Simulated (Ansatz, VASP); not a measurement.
BN in VASP and in Ansatz

```
CELL_PARAMETERS angstrom
0.00000 1.81300 1.81300
1.81300 0.00000 1.81300
1.81300 1.81300 0.00000
ATOMIC_POSITIONS crystal
N 0.25000 0.25000 0.25000
B 0.00000 0.00000 0.00000
```

The cell is a database's computed one.

Alike in both runs: task single point; functional PBE; k mesh 13 × 13 × 13; occupations gaussian, width 0.014 eV; no spin polarisation.

|  | VASP | Ansatz |
| --- | --- | --- |
| version | VASP 6.6.1 | Ansatz 0.2.0 |
| potentials or method | VASP PAW PBE potentials, release 64 (N, B) | Ansatz PAW |
| plane-wave cutoff (eV) | 520 | 420 |
| valence electrons in the cell | 8 | 8 |

Ansatz gave:

- gap on the k mesh at the Fermi level (eV): 4.54
- least direct gap on the mesh (eV): 8.79
- pressure (GPa): -0.4

Problem. Estimate VASP's values.

Solution. gap on the k mesh at the Fermi level (eV): 4.52; least direct gap on the mesh (eV): 8.78; pressure (GPa): -0.2.

The functional is the same, so the differences come from potentials, cutoffs and numerics.

Caveats: an odd mesh through Γ misses points on the zone boundary, where band edges often lie (VASP); odd divisions of the mesh miss points on the zone boundary, where band edges often lie, so the gap on the mesh can be too wide (Ansatz); the pressure holds a Pulay correction of +1.1 GPa for the finite cutoff (Ansatz). PBE gaps usually lie below the measured ones, often by a third to a half.
